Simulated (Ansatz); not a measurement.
# TiCo3: further runs on the relaxed cell

One table from this session's results is given with a row withheld; the runs are named, their logs left out.

Program: Ansatz 0.2.0. Level of theory: DFT r2SCAN, scalar-relativistic, plane waves, PAW. These are calculated values, not measurements.

1 further run of the same task is left out (set aside as unsound or not needed).

**The system as given**

The structure is cubic, space group Pm-3m (No. 221). The conventional cell has a = 3.587 Å, b = 3.587 Å, c = 3.587 Å, α = 90.00°, β = 90.00°, γ = 90.00°. Ti (site symmetry m-3m) has 12 Co at 2.54 Å as nearest neighbours. Co (site symmetry 4/mmm) has 4 Ti at 2.54 Å and 8 Co at 2.54 Å as nearest neighbours.

Coordinates:

```cif
data_structure
_symmetry_space_group_name_H-M 'P 1'
_symmetry_Int_Tables_number 1
_cell_length_a 3.5872
_cell_length_b 3.5872
_cell_length_c 3.5872
_cell_angle_alpha 90.000
_cell_angle_beta 90.000
_cell_angle_gamma 90.000
_cell_volume 46.16
loop_
_atom_site_label
_atom_site_type_symbol
_atom_site_fract_x
_atom_site_fract_y
_atom_site_fract_z
_atom_site_occupancy
Ti1 Ti 0.00000 0.00000 0.00000 1
Co1 Co 0.00000 0.50000 0.50000 1
Co2 Co 0.50000 0.00000 0.50000 1
Co3 Co 0.50000 0.50000 0.00000 1
```

This cell was relaxed beforehand with the same method: volume 11.54 Å³/atom, gap on the mesh none (metal), site moments up to 1.3 μB.

Set-up of the first run:

The input, input.yaml:

```yaml
crystal:
  lattice:
    - [3.5509641773, 0.0, 0.0]
    - [0.0, 3.5509641773, 0.0]
    - [0.0, 0.0, 3.5509641773]
  atoms:
    - { symbol: Ti, position: [0.0, 0.0, 0.0], spin: -0.7 }
    - { symbol: Co, position: [0.0, 0.5, 0.5], spin: 1.46 }
    - { symbol: Co, position: [0.5, 0.0, 0.5], spin: 1.46 }
    - { symbol: Co, position: [0.5, 0.5, 0.0], spin: 1.46 }
basis:
  ecutwfc: 500
kpoints:
  mp_grid: { grid: [12, 12, 12] }
hamiltonian:
  xc: r2scan
scf:
  occupations: { method: gaussian, width: 0.1 }
output:
  forces: true
  stress: true
  eigenvalues: true
  populations: true
magnetization:
  spin_polarized: true
```

The run is started by

```sh
$ ansatz run input.yaml --threads 1 --pin off --max-ram 2560MiB --backend cpu --events-out ev --progress --plain --runs-dir out
```

Among the steps run: Point at V/V0 = 0.97; Volume × 1.03; Point at V/V0 = 0.94; The cell scaled to 1.06 of its volume; Point at V/V0 = 0.91; The cell scaled to 1.10 of its volume; Volume × 0.88.

One of the session's tables, all rows but one given; the rest of the session is left out.

It belongs to the step «Fit of the equation of state». 

| volume (Å³/atom) | energy above the lowest point (meV/atom) | pressure (GPa) | largest moment (μB) |
| --- | --- | --- | --- |
| 10.155 | 132.7 | 34.45 | 1.20 |
| 10.501 | 70.1 | 23.67 | 1.24 |
| 10.848 | ? | ? | ? |
| 11.194 | 6.8 | 6.58 | 1.30 |
| 11.540 | 0.0 | -0.02 | 1.33 |
| 11.886 | 6.2 | -5.55 | 1.36 |
| 12.232 | 23.3 | -10.11 | 1.39 |
| 12.694 | 59.4 | -14.85 | 1.43 |

Estimate the missing values for volume (Å³/atom) = 10.848.

Worked estimate for «energy above the lowest point (meV/atom)». A straight line through the neighbours (10.501, 70.1) and (11.194, 6.8) gives 70.1 + (6.8 − 70.1) × (10.848 − 10.501) / (11.194 − 10.501) = 38.4; a parabola fitted to 4 rows on both sides gives 29.1.

**Answer.** energy above the lowest point (meV/atom): 29.2; pressure (GPa): 14.42; largest moment (μB): 1.27. In «energy above the lowest point (meV/atom)» the line misses by +9.2 and the parabola by -0.1.

Limits of these values: Other magnetic orders or occupations could lie lower; they were not searched in full. Warnings in the runs' records: stability check not made.
